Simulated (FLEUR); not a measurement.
Runs of FLEUR MaX-R8.1 (later development tree) on SrO. The structure is cubic, space group Fm-3m (No. 225). Conventional cell: a = 5.133 Å, b = 5.133 Å, c = 5.133 Å, α = 90.00°, β = 90.00°, γ = 90.00°. Sr (site symmetry m-3m) is surrounded by 6 O at 2.57 Å. Around O (site symmetry m-3m) lie 6 Sr at 2.57 Å. 

```csv
task,level,muffin-tin radii,max iterations,mixing factor,mixer,mixer history,gap on the mesh (eV),V0 of scaled cells (Å³/atom),B0 (GPa)
equation of state,PBEsol,"Sr 2.4, O 1.95 bohr",-,-,-,-,-,(a),94
band structure,LDA,"Sr 2.48, O 2.01 bohr",60,0.05,Anderson,15,3.21,-,-
equation of state,LDA,"Sr 2.4, O 1.95 bohr",-,-,-,-,-,(b),105
single point,PBEsol,"Sr 2.4, O 1.95 bohr",60,0.05,Anderson,15,3.26,-,-
band structure,PBEsol,"Sr 2.48, O 2.01 bohr",60,0.05,Anderson,15,3.26,-,-
```

Alike in all rows: potentials or basis all-electron, FLAPW; no spin polarisation; cell as given; k mesh 9 × 9 × 9; smearing fermi-dirac 0.05 eV; kmax 4.1 1/bohr.

Question: Estimate the missing entries.

Answer: (a) 16.80; (b) 16.23.

Caveats: an odd mesh through Γ misses points on the zone boundary, where band edges often lie (some runs).

A k mesh can miss the band edges, and the runs leave out spin-orbit coupling on Sr.
